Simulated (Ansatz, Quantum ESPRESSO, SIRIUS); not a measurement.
Equation of state of BN under PBEsol

Symmetry: F-43m, No. 216, cubic system. The conventional cell has a = 3.626 Å, b = 3.626 Å, c = 3.626 Å, α = 90.00°, β = 90.00°, γ = 90.00°. N (site symmetry -43m) is surrounded by 4 B at 1.57 Å. Around B (site symmetry -43m) lie 4 N at 1.57 Å.

The cell is a database's computed one, not the measured one.

The cell was scaled at fixed shape and fractions and run with Ansatz, all-electron LAPW, scalar-relativistic; PBEsol, k mesh 13 × 13 × 13 on the cell of 2 atoms, fermi-dirac occupations of 0.05 eV, no spin polarisation, no spin-orbit coupling. Energies are those that the program minimises, any entropy of the smearing included.

```csv
V (Å³/atom),energy over the lowest row (meV/atom)
5.6017,14.61
5.7209,4.04
5.8401,0.00
5.9593,1.89
6.0785,?
6.1977,21.39
6.3168,38.07
```

Fit the third-order Birch-Murnaghan form, give V0, B0 and B′, and predict the energy left open.

With y = (V0/V)^(2/3), E = E0 + (9 V0 B0/16) [(y - 1)³ B′ + (y - 1)² (6 - 4y)]. Least squares through the rows shown give V0 = 5.8600 Å³/atom, E0 = -0.08 meV, B0 = 385.7 GPa (1 eV/Å³ = 160.218 GPa) and B′ = 3.62, with a largest miss of 0.01 meV. At V = 6.0785 the form with these constants gives 9.19 meV; the run gave 9.19 meV an atom. Other set-ups at this level, from all their volumes (Å³/atom, GPa): Quantum ESPRESSO, PseudoDojo 0.4.1 SR PBEsol standard: V0 5.868, B0 385.2; SIRIUS, PseudoDojo 0.4.1 PBEsol standard (scalar relativistic): V0 5.869, B0 385.1. Measured volume: 5.905 Å³/atom at 300 K (a printed reference work), so the fit lies -0.8 % from it. The runs are for a static lattice.
